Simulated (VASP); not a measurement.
A run of VASP 6.6.1:

File POSCAR:

```
TiS2                                    
1.0
    3.3367441818      0.0000000000      0.0000000000
   -1.6683720909      2.8897052246      0.0000000000
    0.0000000000      0.0000000000     18.8600000000
  S               Ti            
     2     1
Direct
     0.3333330000000032    0.6666669999999968    0.4243324054752753
     0.6666669999999968    0.3333330000000032    0.5756675945247247
     0.0000000000000000    0.0000000000000000    0.5000000000000000
```

Contents of INCAR.step1:

```
  ALGO = Normal
  DIPOL = 0.5 0.5 0.500
  EDIFF = 1E-5
  ENCUT = 520
  GGA = PE
  IDIPOL = 3
  ISIF = 2
  ISMEAR = 0
  KPAR = 4
  LASPH = True
  LDIPOL = True
  LREAL = False
  LWAVE = True
  NELM = 100
  PREC = Accurate
  SIGMA = 0.08
```

INCAR.step2

```
  ALGO = Normal
  DIPOL = 0.5 0.5 0.500
  EDIFF = 1E-6
  ENCUT = 520
  GGA = PE
  HFSCREEN = 0.2
  IDIPOL = 3
  ISIF = 2
  ISMEAR = 0
  ISTART = 1
  KPAR = 4
  LASPH = True
  LCHARG = True
  LDIPOL = True
  LHFCALC = True
  LREAL = False
  LVACPOTAV = True
  LVHAR = True
  LWAVE = False
  NELM = 100
  PREC = Accurate
  PRECFOCK = Fast
  SIGMA = 0.08
```

The input KPOINTS:

```
k-points
0
Gamma
  6 6 1
```

Potentials or basis: VASP PAW PBE potentials, release 64 (S, Ti_sv).

Command:

```sh
$ cat potpaw_PBE.64/S/POTCAR potpaw_PBE.64/Ti_sv/POTCAR > POTCAR
$ cp INCAR.step1 INCAR
$ mpirun -np 4 vasp_std > vasp.out
$ cp INCAR.step2 INCAR
$ mpirun -np 4 vasp_std > vasp.out
```

Hardware: 4 MPI ranks on Intel(R) Xeon(R) Platinum 8559C (Emerald Rapids), on a shared host.

Estimate the wall time of this run.

It took 2.1 min on 4 MPI ranks on Intel(R) Xeon(R) Platinum 8559C (Emerald Rapids), with other jobs on the host, peak memory 0.41 GiB a rank. Counts: scf iterations 18, k points 7.
